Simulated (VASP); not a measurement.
## MgO in VASP 6.6.1, single-point calculation

INCAR

```
NBANDS = 16
LASPH = .TRUE.
PREC = Accurate
NELMDL = 0
ISMEAR = -1
NELM = 120
SIGMA = 0.02
ENCUT = 200
IBRION = -1
EDIFF = 1E-7
GGA = PE
LWAVE = .FALSE.
LCHARG = .FALSE.
NSW = 0
LREAL = .FALSE.
ISIF = 2
```

KPOINTS

```
KPOINTS created by Atomic Simulation Environment
0
Gamma
12 12 6
0 0 0
```

POSCAR

```
Mg O
 1.0000000000000000
     3.2882172281021651   -0.0000000000288675    0.0000000000000000
    -1.6441086140260825    2.8476796527125590    0.0000000000000000
     0.0000000000000000    0.0000000000000000    4.8833352865000004
 Mg  O
   2   2
Cartesian
  0.0000000000166668  1.8984531017987503 -0.0739727679191212
  1.6441086140594161  0.9492265508849416  2.3676948753308795
  0.0000000000166668  1.8984531017987503  1.9052235003566216
  1.6441086140594161  0.9492265508849416  4.3468911436066229
```

The recommended PBE PAW datasets give the neutral cell 16 valence electrons.

Command

```
mpirun -np 1 vasp_std
```

OSZICAR

```
N       E                     dE             d eps       ncg     rms          rms(c)
DAV:   1     0.151826415611E+02    0.15183E+02   -0.44517E+03  2688   0.409E+02
DAV:   2    -0.250287730469E+02   -0.40211E+02   -0.38588E+02  3408   0.127E+02
DAV:   3    -0.260264948126E+02   -0.99772E+00   -0.99723E+00  2568   0.193E+01
DAV:   4    -0.260282765464E+02   -0.17817E-02   -0.17817E-02  3080   0.911E-01
DAV:   5    -0.260282815270E+02   -0.49806E-05   -0.49806E-05  2592   0.464E-02    0.104E+01
DAV:   6    -0.247232691252E+02    0.13050E+01   -0.51007E-01  2432   0.518E+00    0.609E+00
DAV:   7    -0.244492287459E+02    0.27404E+00   -0.75150E-02  2520   0.213E+00    0.188E+00
DAV:   8    -0.244322697734E+02    0.16959E-01   -0.24630E-02  2448   0.118E+00    0.142E-01
DAV:   9    -0.244337783481E+02   -0.15086E-02   -0.37630E-03  2576   0.393E-01    0.117E-01
DAV:  10    -0.244337662865E+02    0.12062E-04   -0.76142E-04  2448   0.212E-01    0.136E-02
DAV:  11    -0.244337663126E+02   -0.26048E-07   -0.30491E-05  2680   0.393E-02    0.262E-03
DAV:  12    -0.244337683655E+02   -0.20529E-05   -0.10870E-06  2728   0.633E-03    0.152E-03
DAV:  13    -0.244337672338E+02    0.11317E-05   -0.31817E-07  2632   0.416E-03    0.109E-03
DAV:  14    -0.244337674601E+02   -0.22624E-06   -0.32855E-08  1288   0.140E-03    0.145E-04
DAV:  15    -0.244337674540E+02    0.60991E-08   -0.20872E-09  1288   0.327E-04
   1 F= -.24433767E+02 E0= -.24433767E+02  d E =-.174179E-11
```

Standard output (part)

```
POSCAR found type information on POSCAR MgO
 POSCAR found :  2 types and       4 ions
 LDA part: xc-table for (Slater+PW92), standard interpolation
 POSCAR, INCAR and KPOINTS ok, starting setup
 WAVECAR not read
 WARNING: random wavefunctions but no delay for mixing, default for NELMDL
 entering main loop
```

From OUTCAR

```
k-points           NKPTS =     76   k-points in BZ     NKDIM =     76   number of bands    NBANDS=     16

   NELECT =      16.0000    total number of electrons

   dimension x,y,z NGX =    16 NGY =   16 NGZ =   24
   dimension x,y,z NGXF=    32 NGYF=   32 NGZF=   48

  energy-cutoff  :      200.00
  volume of cell :       45.73
      direct lattice vectors                 reciprocal lattice vectors
     3.288217228 -0.000000000  0.000000000     0.304116161  0.175581547  0.000000000
    -1.644108614  2.847679653  0.000000000     0.000000000  0.351163095  0.000000000
     0.000000000  0.000000000  4.883335287     0.000000000  0.000000000  0.204778075

 k-points in reciprocal lattice and weights: KPOINTS created by Atomic Simulation Env
   0.00000000  0.00000000  0.00000000       0.001
   0.08333333 -0.00000000  0.00000000       0.007
   0.16666667 -0.00000000  0.00000000       0.007
   0.25000000 -0.00000000  0.00000000       0.007
   0.33333333 -0.00000000  0.00000000       0.007
   0.41666667 -0.00000000  0.00000000       0.007
   0.50000000 -0.00000000  0.00000000       0.003
   0.08333333  0.08333333  0.00000000       0.007
   ...

 E-fermi :   1.4007

 k-point     1 :       0.0000    0.0000    0.0000
  band No.  band energies     occupation
      1     -16.2615      2.00000
      2     -15.4128      2.00000
      3      -2.0407      2.00000
      4       0.3680      2.00000
      5       0.3680      2.00000
      6       0.4374      2.00000
      7       0.4374      2.00000
      8       0.9123      2.00000
      9       4.6549      0.00000
     10      10.0957      0.00000
     11      12.6212      0.00000
     12      15.6496      0.00000
     13      15.6496      0.00000
     14      17.6555      0.00000
     15      18.1784      0.00000
     16      18.1784      0.00000

 k-point     2 :       0.0833   -0.0000    0.0000
  band No.  band energies     occupation
      1     -16.2171      2.00000
      2     -15.4014      2.00000
      3      -1.9684      2.00000
      4       0.1799      2.00000
      5       0.2863      2.00000
      6       0.3830      2.00000
      7       0.4908      2.00000
      8       0.9095      2.00000
      9       5.0077      0.00000
     10      10.3149      0.00000
     11      12.5157      0.00000
     12      14.7536      0.00000
     13      15.7814      0.00000
     14      17.6242      0.00000
     15      18.1426      0.00000
     16      18.2755      0.00000

 k-point     3 :       0.1667   -0.0000    0.0000
  band No.  band energies     occupation
      1     -16.0845      2.00000
      2     -15.3645      2.00000
      3      -1.7464      2.00000
      4      -0.1940      2.00000
      5       0.0857      2.00000
      6       0.2073      2.00000
      7       0.6848      2.00000
      8       0.9367      2.00000
      9       5.9330      0.00000
     10      10.8783      0.00000
     11      12.2018      0.00000
     12      13.5566      0.00000
     13      16.1216      0.00000
     14      16.3460      0.00000
     15      17.3575      0.00000
     16      17.4638      0.00000

 ...

  Total      -36.8670787    -36.8670787    -36.9069479      0.0000000      0.0000000      0.0000000
  in kB    -1291.7579171  -1291.7579171  -1293.1548663      0.0000000      0.0000000      0.0000000
  external PRESSURE =   -1292.2235668 kB  Pullay stress =       0.0000000 kB

 POSITION                                       TOTAL-FORCE (eV/Angst)
 -----------------------------------------------------------------------------------
      0.00000      1.89845      4.80936        -0.000000      0.000000     -0.029645
      1.64411      0.94923      2.36769         0.000000     -0.000000     -0.029645
      0.00000      1.89845      1.90522        -0.000000      0.000000      0.029645
      1.64411      0.94923      4.34689         0.000000     -0.000000      0.029645
 -----------------------------------------------------------------------------------
    total drift:                                0.000002      0.000003      0.011331

  FREE ENERGIE OF THE ION-ELECTRON SYSTEM (eV)
  ---------------------------------------------------
  free  energy   TOTEN  =       -24.4337674540 eV

  energy  without entropy=      -24.4337674540  energy(sigma->0) =      -24.43376745
```

It converged. Results: gap between bands v and c on the k mesh 3.71 eV; least direct gap on the k mesh 3.74 eV; pressure -129.2 GPa; largest force 0.03 eV/Å. Band v is the last that the valence electrons fill when counted band by band, and c is the next.

These settings aren't sound, so the numbers aren't properties of the crystal.

On sound settings PBE gives a gap of 3.58 eV on its mesh and a pressure of 7.0 GPa for the intended cell.

The run took about 10 s on one core of a shared host (Intel Xeon Platinum 8488C) and held 0.12 GiB at most.
